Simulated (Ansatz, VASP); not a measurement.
One calculation of Al2Cu, two programs

The input INCAR:

```
  PREC = Accurate
  ENCUT = 520
  EDIFF = 1E-6
  ISMEAR = 0
  SIGMA = 0.15
  LREAL = False
  LASPH = True
  NELM = 60
  ALGO = Fast
  ISIF = 2
  LWAVE = False
  LCHARG = False
  GGA = PS
  NBANDS = 16
```

File KPOINTS:

```
Automatic mesh
0
Gamma
  10 10 14
```

POSCAR

```
Al2Cu
1.0
    4.0366268726      0.0000000000      0.0000000000
    0.0000000000      4.0366268726      0.0000000000
    0.0000000000      0.0000000000      2.9122037200
Al Cu
2 1
Direct
    0.5000000000      0.0000000000      0.5000000000
    0.0000000000      0.5000000000      0.5000000000
    0.0000000000      0.0000000000      0.0000000000
```

Input for Ansatz:

```yaml
crystal:
  lattice:
    - [4.0366268726, 0.0, 0.0]
    - [0.0, 4.0366268726, 0.0]
    - [0.0, 0.0, 2.91220372]
  atoms:
    - { symbol: Al, position: [0.5, 0.0, 0.5] }
    - { symbol: Al, position: [0.0, 0.5, 0.5] }
    - { symbol: Cu, position: [0.0, 0.0, 0.0] }
basis:
  ecutwfc: 520.0
kpoints:
  mp_grid: { grid: [10, 10, 14] }
hamiltonian:
  xc: pbesol
  pseudopotentials: { kind: paw, azcp: { folder: soft_1 } }
scf:
  occupations: { method: gaussian, width: 0.15 }
output:
  forces: true
  stress: true
  eigenvalues: true
```

Change from the starting cell: mode 4 frozen in at +0.000 Å, strain +e along z and -e/2 along x and y +0.0233.

Alike in both runs: task single point; functional PBEsol; k mesh 10 × 10 × 14; occupations gaussian, width 0.15 eV; no spin polarisation.

```csv
,VASP,Ansatz
version,VASP 6.6.1,Ansatz 0.2.0
potentials or method,"VASP PAW PBE potentials, release 64 (Al, Cu)","scalar-relativistic, plane waves, PAW"
plane-wave cutoff (eV),520,520
valence electrons in the cell,17,25
```

```tsv
	VASP	Ansatz	Ansatz less VASP
gap on the k mesh at the Fermi level (eV)	none	none	-
pressure (GPa)	0.3	0.1	-0.14
largest component of the traceless stress (GPa)	2.52	2.57	+0.052
```

A gap of «none» marks a metal or a gap that the smearing closes. With one functional, cell and mesh, what is left measures potentials, basis and numerics. The two sets of potentials don't hold the same shells in valence. Ansatz warned: «pseudo_functional_mismatch».

Caveats: the PAW data sets were made with another functional, which shifts forces and pressure a little (VASP).
